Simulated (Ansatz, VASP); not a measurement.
One calculation of Al, two programs

File INCAR:

```
SYSTEM = Al
PREC     = Accurate       ! precision mode
ENCUT    = 520            ! plane-wave cutoff, eV
EDIFF    = 1E-7           ! SCF threshold, eV
ISMEAR   = -1             ! smearing method
SIGMA    = 0.05           ! smearing width, eV
LREAL    = .FALSE.        ! projectors in reciprocal space
LASPH    = .TRUE.         ! aspherical terms in the spheres
NELM     = 100            ! most SCF steps
ALGO     = Normal         ! electronic algorithm
ISIF     = 2              ! what is computed and relaxed
LWAVE    = .FALSE.        ! write WAVECAR
LCHARG   = .TRUE.         ! write CHGCAR
GGA      = PS             ! functional
LELF     = .TRUE.         ! ELF
LVHAR    = .TRUE.       
NBANDS   = 8              ! bands
```

The input KPOINTS:

```
regular mesh
0
G
  14 14 14
  0 0 0
```

Contents of POSCAR:

```
Al
1.0
    0.0000000000      2.0644596000      2.0239800000
    2.0644596000      0.0000000000      2.0239800000
    2.0644596000      2.0644596000      0.0000000000
Al
1
Direct
    0.0000000000      0.0000000000      0.0000000000
```

Input for Ansatz:

```yaml
crystal:
  lattice:
    - [0.0, 2.0644596, 2.02398]
    - [2.0644596, 0.0, 2.02398]
    - [2.0644596, 2.0644596, 0.0]
  atoms:
    - { symbol: Al, position: [0.0, 0.0, 0.0] }
kpoints:
  mp_grid: { grid: [14, 14, 14] }
  band_path:
    path:
      - [0.0, 0.0, 0.0]
      - [0.0, 0.5, 0.5]
      - [0.25, 0.75, 0.5]
      - [0.0, 0.5, 0.0]
      - [0.0, 0.0, 0.0]
      - [0.5, 0.5, 0.0]
      - [0.38005, 0.61995, 0.0]
      - [-0.38005, 0.38005, 0.0]
      - [0.0, 0.0, 0.0]
    npoints: 5
scf:
  occupations: { method: fermi_dirac, width: 0.05 }
hamiltonian:
  xc: pbesol
  pseudopotentials: { kind: all_electron, lapw: { basis_error: 0.001 } }
output:
  forces: true
  stress: true
  eigenvalues: true
```

Change from the starting cell: equal xx and yy strain of +2 %.

Alike in both runs: task single point; functional PBEsol; k mesh 14 × 14 × 14; occupations fermi-dirac, width 0.05 eV; no spin polarisation.

|  | VASP | Ansatz |
| --- | --- | --- |
| version | VASP 6.6.1 | Ansatz 0.2.0 |
| potentials or method | VASP PAW PBE potentials, release 64 (Al) | all-electron LAPW, scalar-relativistic |
| plane-wave cutoff (eV) | 520 | see its input |

VASP gave:

| Quantity | Value |
| --- | --- |
| pressure (GPa) | -4.6 |
| largest component of the traceless stress (GPa) | 0.38 |

What did Ansatz give for the same quantities?

Pressure (GPa): -4.6; largest component of the traceless stress (GPa): 0.37.

Ansatz ran all-electron here, so the differences hold the error of VASP's frozen core and of both bases.

Caveats: the PAW data sets were made with another functional, which shifts forces and pressure a little (VASP).
